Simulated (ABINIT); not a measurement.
# MgO (Fm-3m) in ABINIT: further runs

The runs below take MgO through single point, dielectric tensor, with PBE, PBE-EpsX.

Program: ABINIT 10.8.3 (patched build). These are calculated values, not measurements. Logs are shortened: lines on timing, memory, paths and dates and some standing lists are left out, and cuts for length are marked. The log counts tension as positive stress, the text compression.

**Measured values to compare with.**

“Infrared Optical Properties of Ferropericlase (Mg1-xFexO): Experiment and Theory”, 2007, arxiv:0704.2267 reports, for a bulk crystal of MgO at 295 K: high-frequency dielectric constant 2.95 ± 0.1.

How close the calculation comes is told below.

## 1. The structure

Symmetry: Fm-3m, No. 225, cubic system. The conventional cell has a = 4.194 Å, b = 4.194 Å, c = 4.194 Å, α = 90.00°, β = 90.00°, γ = 90.00°. Mg (site symmetry m-3m) has 6 O at 2.10 Å as nearest neighbours. Around O (site symmetry m-3m) lie 6 Mg at 2.10 Å.

The cell is a database's computed one.

## 2. Single point, PBE, 9.22 Å³/atom (biaxial strain of 0 %)

Contents of run.abi:

```
# Pseudopotentials
pp_dirpath "./"
pseudos "Mg.GGA_PBE-JTH.xml, O.GGA_PBE-JTH.xml"

# Structure
acell 5.6041865537 5.6041865537 5.6041865537
rprim
     0.0000000000     0.7071067812     0.7071067812
     0.7071067812     0.0000000000     0.7071067812
     0.7071067812     0.7071067812     0.0000000000
ntypat 2
znucl 12 8
natom 2
typat 1 2
xred
     0.0000000000     0.0000000000     0.0000000000
     0.5000000000     0.5000000000     0.5000000000

# Plane-wave basis
ecut 23.0
pawecutdg 45.0
pawxcdev 0

# k points
kptopt 1
ngkpt 11 11 11
nshiftk 1
shiftk 0.0 0.0 0.0

# Exchange and correlation
ixc 11

# Bands and occupations
nband 12
occopt 3
tsmear 0.00183747

# SCF cycle
nstep 100
tolvrs 1.0e-9

# Output
iomode 3
prtwf 0
prteig 0
prtebands 0
enunit 1
prtden 1
prtvha 1
prtvclmb 1
prtpot 1
```

Potentials or basis: JTH PAW PBE v2.0.

The run is started by

```sh
$ abinit run.abi > log 2>&1
```

run.abo:

```text
.Version 10.8.3 of ABINIT
 Symmetries : space group Fm -3 m (#225); Bravais cF (face-center cubic)
================================================================================
 Values of the parameters that define the memory need of the present run
     intxc =       0    ionmov =       0      iscf =      17    lmnmax =       8
     lnmax =       4     mgfft =      27  mpssoang =       2    mqgrid =    3001
     natom =       2  nloc_mem =       2    nspden =       1   nspinor =       1
    nsppol =       1      nsym =      48    n1xccc =       1    ntypat =       2
    occopt =       3   xclevel =       2
       mpw =         670          nfft =       19683          nkpt =          56
 PAW method is used; the additional fine FFT grid is defined by:
   mgfftf=        36    nfftf =     46656
================================================================================
================================================================================

--------------------------------------------------------------------------------
------------- Echo of variables that govern the present computation ------------
--------------------------------------------------------------------------------
 -outvars: echo values of preprocessed input variables --------
            acell      5.6041865537E+00  5.6041865537E+00  5.6041865537E+00 Bohr
              amu      2.43050000E+01  1.59994000E+01
             ecut      2.30000000E+01 Hartree
           enunit           1
                       outvar_i_n : Printing only first  50 k-points.
              ixc          11
                       outvar_i_n : Printing only first  50 k-points.
         kptrlatt       11    0    0      0   11    0      0    0   11
          kptrlen      6.16460521E+01
            natom           2
            nband          12
            ngfft          27      27      27
          ngfftdg          36      36      36
             nkpt          56
            nstep         100
             nsym          48
           ntypat           2
                       prtocc : prtvol=0, do not print more k-points.
           occopt           3
        pawecutdg      4.50000000E+01 Hartree
         pawxcdev           0
        prtebands           0
           prteig           0
           prtpot           1
         prtvclmb           1
           prtvha           1
            prtwf           0
            rprim      0.0000000000E+00  7.0710678120E-01  7.0710678120E-01
                       7.0710678120E-01  0.0000000000E+00  7.0710678120E-01
                       7.0710678120E-01  7.0710678120E-01  0.0000000000E+00
          spgroup         225
           tolvrs      1.00000000E-09
           tsmear      1.83747000E-03 Hartree
            typat      1  2
           useylm           1
                       outvars : Printing only first  50 k-points.
           xangst      0.0000000000E+00  0.0000000000E+00  0.0000000000E+00
                       2.0970013913E+00  2.0970013913E+00  2.0970013913E+00
            xcart      0.0000000000E+00  0.0000000000E+00  0.0000000000E+00
                       3.9627583152E+00  3.9627583152E+00  3.9627583152E+00
             xred      0.0000000000E+00  0.0000000000E+00  0.0000000000E+00
                       5.0000000000E-01  5.0000000000E-01  5.0000000000E-01
            znucl       12.00000    8.00000

================================================================================

 chkinp: Checking input parameters for consistency.

================================================================================
== DATASET  1 ==================================================================

--- !DatasetInfo
iteration_state: {dtset: 1, }
dimensions: {natom: 2, nkpt: 56, mband: 12, nsppol: 1, nspinor: 1, nspden: 1, mpw: 670, }
cutoff_energies: {ecut:  23.0, pawecutdg:  45.0, }
electrons: {nelect:   1.60000000E+01, charge:   0.00000000E+00, occopt:   3.00000000E+00, tsmear:   1.83747000E-03, }
meta: {optdriver: 0, ionmov: 0, optcell: 0, iscf: 17, paral_kgb: 0, }
...

 Exchange-correlation functional for the present dataset will be:
  GGA: Perdew-Burke-Ernzerhof functional - ixc=11
  J.P.Perdew, K.Burke, M.Ernzerhof, PRL 77, 3865 (1996)

 Real(R)+Recip(G) space primitive vectors, cartesian coordinates (Bohr,Bohr^-1):
 R(1)=  0.0000000  3.9627583  3.9627583  G(1)= -0.1261747  0.1261747  0.1261747
 R(2)=  3.9627583  0.0000000  3.9627583  G(2)=  0.1261747 -0.1261747  0.1261747
 R(3)=  3.9627583  3.9627583  0.0000000  G(3)=  0.1261747  0.1261747 -0.1261747
 Unit cell volume ucvol=  1.2445798E+02 bohr^3
 Angles (23,13,12)=  6.00000000E+01  6.00000000E+01  6.00000000E+01 degrees

 Coarse grid specifications (used for wave-functions):

 getcut: wavevector=  0.0000  0.0000  0.0000  ngfft=  27  27  27
         ecut(hartree)=     23.000   => boxcut(ratio)=   2.15215

 Fine grid specifications (used for densities):

 getcut: wavevector=  0.0000  0.0000  0.0000  ngfft=  36  36  36
         ecut(hartree)=     45.000   => boxcut(ratio)=   2.12725

--- Pseudopotential description ------------------------------------------------
- pspini: atom type   1  psp file is ./Mg.GGA_PBE-JTH.xml
 Pseudopotential format is: paw10
 basis_size (lnmax)=  4 (lmn_size=  8), orbitals=   0   0   1   1
 Spheres core radius: rc_sph= 1.90157919
 Shapefunction is SIN type: shapef(r)=[sin(pi*r/rshp)/(pi*r/rshp)]**2
 Radius for shape functions =  1.70710089
 Compensation charge density is not taken into account in XC energy/potential

- pspini: atom type   2  psp file is ./O.GGA_PBE-JTH.xml
 Pseudopotential format is: paw10
 basis_size (lnmax)=  4 (lmn_size=  8), orbitals=   0   0   1   1
 Spheres core radius: rc_sph= 1.41465230
 Shapefunction is SIN type: shapef(r)=[sin(pi*r/rshp)/(pi*r/rshp)]**2
 Radius for shape functions =  1.20231231
 Compensation charge density is not taken into account in XC energy/potential

   2.59069307E+02                                ecore*ucvol(ha*bohr**3)
--------------------------------------------------------------------------------

================================================================================

--- !BeginCycle
iteration_state: {dtset: 1, }
solver: {iscf: 17, nstep: 100, nline: 4, wfoptalg: 10, }
tolerances: {tolvrs: 1.00E-09, }
...

     iter   Etot(hartree)      deltaE(h)  residm     nres2
 ETOT  1  -77.942195048947    -7.794E+01 1.532E+01 1.497E+01
 ETOT  2  -79.855937797644    -1.914E+00 3.689E-02 4.190E+00
 ETOT  3  -79.844063105039     1.187E-02 6.948E-03 1.011E+00
 ETOT  4  -79.843471038405     5.921E-04 9.213E-03 2.004E-02
 ETOT  5  -79.843594664743    -1.236E-04 9.721E-04 2.760E-03
 ETOT  6  -79.843599628394    -4.964E-06 3.222E-04 6.446E-04
 ETOT  7  -79.843597858750     1.770E-06 1.848E-04 2.777E-05
 ETOT  8  -79.843597825917     3.283E-08 8.452E-05 3.065E-06
 ETOT  9  -79.843597838403    -1.249E-08 2.499E-05 1.308E-07
 ETOT 10  -79.843597838099     3.047E-10 8.310E-05 1.904E-08
 ETOT 11  -79.843597838097     1.975E-12 2.318E-05 9.658E-10

 At SCF step   11       nres2   =  9.66E-10 < tolvrs=  1.00E-09 =>converged.

 Cartesian components of stress tensor (hartree/bohr^3)
  sigma(1 1)= -2.40234825E-04  sigma(3 2)=  0.00000000E+00
  sigma(2 2)= -2.40234825E-04  sigma(3 1)=  0.00000000E+00
  sigma(3 3)= -2.40234825E-04  sigma(2 1)=  0.00000000E+00

--- !ResultsGS
iteration_state: {dtset: 1, }
comment   : Summary of ground state results
lattice_vectors:
- [  0.0000000,   3.9627583,   3.9627583, ]
- [  3.9627583,   0.0000000,   3.9627583, ]
- [  3.9627583,   3.9627583,   0.0000000, ]
lattice_lengths: [   5.60419,    5.60419,    5.60419, ]
lattice_angles: [ 60.000,  60.000,  60.000, ] # degrees, (23, 13, 12)
lattice_volume:   1.2445798E+02
convergence: {deltae:  1.975E-12, res2:  9.658E-10, residm:  2.318E-05, diffor: null, }
etotal    :  -7.98435978E+01
entropy   :   0.00000000E+00
fermie    :   3.15585998E-01
cartesian_stress_tensor: # hartree/bohr^3
- [ -2.40234825E-04,   0.00000000E+00,   0.00000000E+00, ]
- [  0.00000000E+00,  -2.40234825E-04,   0.00000000E+00, ]
- [  0.00000000E+00,   0.00000000E+00,  -2.40234825E-04, ]
pressure_GPa:   7.0680E+00
xred      :
- [  0.0000E+00,   0.0000E+00,   0.0000E+00, Mg]
- [  5.0000E-01,   5.0000E-01,   5.0000E-01,  O]
cartesian_forces: # hartree/bohr
- [ -0.00000000E+00,  -0.00000000E+00,  -0.00000000E+00, ]
- [ -0.00000000E+00,  -0.00000000E+00,  -0.00000000E+00, ]
force_length_stats: {min:   0.00000000E+00, max:   0.00000000E+00, mean:   0.00000000E+00, }
...

 Integrated electronic density in atomic spheres:
 ------------------------------------------------
 Atom  Sphere_radius  Integrated_density
    1        1.90158          8.30130504
    2        1.41465          4.60370516

================================================================================

 ----iterations are completed or convergence reached----

 Mean square residual over all n,k,spin=   50.777E-09; max=  23.183E-06
 reduced coordinates (array xred) for    2 atoms
       0.000000000000      0.000000000000      0.000000000000
       0.500000000000      0.500000000000      0.500000000000
 rms dE/dt=  0.0000E+00; max dE/dt=  0.0000E+00; dE/dt below (all hartree)
    1       0.000000000000      0.000000000000      0.000000000000
    2       0.000000000000      0.000000000000      0.000000000000

 cartesian coordinates (angstrom) at end:
    1      0.00000000000000     0.00000000000000     0.00000000000000
    2      2.09700139131405     2.09700139131405     2.09700139131405

 cartesian forces (hartree/bohr) at end:
    1     -0.00000000000000    -0.00000000000000    -0.00000000000000
    2     -0.00000000000000    -0.00000000000000    -0.00000000000000
 frms,max,avg= 0.0000000E+00 0.0000000E+00   0.000E+00  0.000E+00  0.000E+00 h/b

 cartesian forces (eV/Angstrom) at end:
    1     -0.00000000000000    -0.00000000000000    -0.00000000000000
    2     -0.00000000000000    -0.00000000000000    -0.00000000000000
 frms,max,avg= 0.0000000E+00 0.0000000E+00   0.000E+00  0.000E+00  0.000E+00 e/A
 length scales=  5.604186553700  5.604186553700  5.604186553700 bohr
              =  2.965607807855  2.965607807855  2.965607807855 angstroms
 Fermi (or HOMO) energy (eV) =   8.58753   Average Vxc (eV)= -10.85275
 Eigenvalues (   eV  ) for nkpt=  56  k points:
 kpt#   1, nband= 12, wtk=  0.00075, kpt=  0.0000  0.0000  0.0000 (reduced coord)
 -66.58295  -33.30260  -33.30260  -33.30260  -11.70031    5.61652    5.61652    5.61652
  10.47206   21.49564   21.49564   21.49564
 prteigrs : prtvol=0 or 1, do not print more k-points.

--- !EnergyTerms
iteration_state     : {dtset: 1, }
comment             : Components of total free energy in Hartree
kinetic             :  1.13134621793075E+01
hartree             :  1.44742973582947E+01
xc                  : -4.27559685177519E+00
Ewald energy        : -4.75873828440363E+01
psp_core            :  2.08158049957905E+00
local_psp           : -4.77916826980566E+01
PAW spherical_terms : -8.05827379451200E+00
internal            : -7.98435961511989E+01
'-kT*entropy'       :  1.25327346604707E-15
total_energy        : -7.98435961511989E+01
total_energy_eV     : -2.17265493413840E+03
...

--- !EnergyTermsDC
iteration_state     : {dtset: 1, }
comment             : '"Double-counting" decomposition of free energy'
band_energy         : -1.22119453041977E+01
Ewald energy        : -4.75873828440363E+01
psp_core            :  2.08158049957905E+00
xc_dc               : -1.31969222140283E+01
PAW spherical_terms : -8.92892797541343E+00
internal            : -7.98435978380967E+01
'-kT*entropy'       :  1.25327346604707E-15
total_energy_dc     : -7.98435978380967E+01
total_energy_dc_eV  : -2.17265498004122E+03
...

--- !EnergyTermsWithPAWCore
iteration_state     : {dtset: 1, }
comment             : 'Components of total free energy, including PAW core contributions'
Total energy        : -2.75715198309969E+02
Total energy DC     : -2.75715199996867E+02
Total energy (eV)   : -7.50259275509983E+03
Total energy DC (eV): -7.50259280100265E+03
...

 Cartesian components of stress tensor (hartree/bohr^3)
  sigma(1 1)= -2.40234825E-04  sigma(3 2)=  0.00000000E+00
  sigma(2 2)= -2.40234825E-04  sigma(3 1)=  0.00000000E+00
  sigma(3 3)= -2.40234825E-04  sigma(2 1)=  0.00000000E+00

-Cartesian components of stress tensor (GPa)         [Pressure=  7.0680E+00 GPa]
- sigma(1 1)= -7.06795257E+00  sigma(3 2)=  0.00000000E+00
- sigma(2 2)= -7.06795257E+00  sigma(3 1)=  0.00000000E+00
- sigma(3 3)= -7.06795257E+00  sigma(2 1)=  0.00000000E+00

== END DATASET(S) ==============================================================
================================================================================

 -outvars: echo values of variables after computation  --------
            acell      5.6041865537E+00  5.6041865537E+00  5.6041865537E+00 Bohr
           etotal     -7.9843597838E+01
            fcart     -0.0000000000E+00 -0.0000000000E+00 -0.0000000000E+00
                      -0.0000000000E+00 -0.0000000000E+00 -0.0000000000E+00
            rprim      0.0000000000E+00  7.0710678120E-01  7.0710678120E-01
                       7.0710678120E-01  0.0000000000E+00  7.0710678120E-01
                       7.0710678120E-01  7.0710678120E-01  0.0000000000E+00
           strten     -2.4023482492E-04 -2.4023482492E-04 -2.4023482492E-04
                       0.0000000000E+00  0.0000000000E+00  0.0000000000E+00
           xangst      0.0000000000E+00  0.0000000000E+00  0.0000000000E+00
                       2.0970013913E+00  2.0970013913E+00  2.0970013913E+00
             xred      0.0000000000E+00  0.0000000000E+00  0.0000000000E+00
                       5.0000000000E-01  5.0000000000E-01  5.0000000000E-01
 Calculation completed.
```

Wall time 13 s (1 thread of Arm Neoverse V2, shared host); peak memory 0.1 GiB.

Results:

```
Free energy                                           : -2172.6550 eV
Pressure                                              : 7.1 GPa
Band gap on the k mesh                                : 4.86 eV, direct
Valence electrons inside the program's atomic spheres : Mg 8.30; O 4.60
```

## 3. Single point, PBE, 8.50 Å³/atom (biaxial strain of -4 %)

Changes to run.abi since step 2:

```diff
@@ -5,6 +5,6 @@
 # Structure
-acell 5.6041865537 5.6041865537 5.6041865537
+acell 5.4932464151 5.4932464151 5.3800190916
 rprim
-     0.0000000000     0.7071067812     0.7071067812
-     0.7071067812     0.0000000000     0.7071067812
+     0.0000000000     0.6925318282     0.7213873210
+     0.6925318282     0.0000000000     0.7213873210
      0.7071067812     0.7071067812     0.0000000000
@@ -17,2 +17,5 @@
      0.5000000000     0.5000000000     0.5000000000
+chkprim 0
+chksymtnons 0
+tolsym 1.0e-6
```

Potentials or basis: JTH PAW PBE v2.0.

The run is started by

```sh
$ abinit run.abi > log 2>&1
```

Run time: 22 s. Hardware: 1 thread of Arm Neoverse V2, shared host; peak memory 0.11 GiB.

It converged, with:

| Property | Result |
| --- | --- |
| Free energy | -2172.4981 eV |
| Pressure | 24.7 GPa |
| Band gap on the k mesh | 5.64 eV, direct |
| Valence electrons inside the program's atomic spheres | Mg 8.35; O 4.67 |

(Part 1 of 2 ends here.)
